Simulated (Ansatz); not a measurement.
SiNi:

```
Ni Si
1.0
     5.17310    0.00000    0.00000
     0.00000    3.33810    0.00000
     0.00000    0.00000    5.60490
Ni Si
4 4
Cartesian
  5.1328 2.5036 4.5539
  2.6268 0.8345 1.7514
  2.5463 2.5036 3.8535
  0.0403 0.8345 1.0510
  3.5111 0.8345 5.1425
  4.2486 2.5036 2.3400
  0.9245 0.8345 3.2649
  1.6620 2.5036 0.4624
```

Alike in all runs: program Ansatz 0.2.0; functional PBEsol; potentials or basis Ansatz PAW; cutoff 420 eV (not typed: the program's choice for these potentials); k mesh 5 × 7 × 4; occupations fermi-dirac, width 0.05 eV.

**Question.** Only the start or the spin constraint differs. Which run ends lowest in energy?
A. collinear spin, ferromagnetic start of up to 0.25 μB; fixed moment 1
B. collinear spin, ferromagnetic start of up to 0.5 μB; fixed moment 2
C. collinear spin, ferromagnetic start of up to 0.75 μB; fixed moment 3
D. collinear spin, ferromagnetic start of up to 1 μB; fixed moment 4
E. collinear spin, ferromagnetic start of up to 1.25 μB; fixed moment 5
F. collinear spin, program default start; fixed moment 0

**Answer.** F.

| start | free energy over the lowest (meV/atom) | net moment (μB) | site or absolute moments (μB) | gap |
| --- | --- | --- | --- | --- |
| collinear spin, program default start; fixed moment 0 | 0.0 | 0.00 | - | - |
| collinear spin, ferromagnetic start of up to 1.25 μB; fixed moment 5 | 485.3 | 5.00 | Ni +0.76; Si +0.19 | - |
| collinear spin, ferromagnetic start of up to 0.5 μB; fixed moment 2 | 91.1 | 2.00 | Ni +0.34; Si +0.07 | - |
| collinear spin, ferromagnetic start of up to 0.25 μB; fixed moment 1 | 28.9 | 1.00 | Ni +0.17; Si +0.04 | - |
| collinear spin, ferromagnetic start of up to 1 μB; fixed moment 4 | 324.7 | 4.00 | Ni +0.62; Si +0.15 | - |
| collinear spin, ferromagnetic start of up to 0.75 μB; fixed moment 3 | 187.7 | 3.00 | Ni +0.48; Si +0.11 | - |
| collinear spin, ferromagnetic start of up to 2 μB; fixed moment 8 | 1114.6 | 8.00 | Ni +1.16; Si +0.33 | - |
| collinear spin, ferromagnetic start of up to 1.5 μB; fixed moment 6 | 668.5 | 6.00 | Ni +0.90; Si +0.24 | - |

All polarised runs hold their moment fixed, so the table maps the energy against it. A still lower state may exist.

Caveats: the total moment is fixed, so each spin has its own Fermi level.
